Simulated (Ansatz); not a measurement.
## Turning moments in Fe

Fe is taken as a test cell of our own (not relaxed), 2 atoms in the cell.

```yaml
crystal:
  lattice:
    - [2.51790, 0.00000, 0.00000]
    - [0.00000, 2.51790, 0.00000]
    - [0.00000, 0.00000, 3.56090]
  atoms:
    - { symbol: Fe, position: [0.00000, 0.00000, 0.00000] }
    - { symbol: Fe, position: [0.50000, 0.50000, 0.50000] }
```

Numbers behind element symbols give the atom's place in this list.

All numbers below come from DFT, LDA, PAW (an earlier, harder data set), plane waves, scalar-relativistic (Ansatz).

```yaml
plane_wave_cutoff: 844 eV
k_point_mesh: 4×4×3 (Γ-centred)
occupations: Gaussian smearing, 0.05 eV
```

Site vectors of these older runs were integrated over wider regions than atomic spheres, and need not add up to the total.

The mesh is coarse, so energy differences (and at times their sign) aren't converged.

Spins are non-collinear; moments are vectors (x, y, z) in μB. Without spin–orbit coupling a common rotation of all moments costs nothing, so only their relative directions matter.

The default search lets the program follow hints of a lower state (another filling of open shells, a soft direction), where it sees any. With a search on, the program may also reshape the start on open shells.

Only this run was made, so its end need not be the lowest state of the cell.

Where moments are weakly coupled, the SCF can meet its threshold before they have finished turning.

(1) Start Fe1 (-0.19, -1.29, -0.02), Fe2 (-0.59, -1.59, -2.35); default search for lower states. What happens?

## Answers

(1) It converges in 38 iterations: sizes Fe1 1.87, Fe2 1.88 μB (canted; angles of the large moments to the first 59°), net moment 3.30 μB.
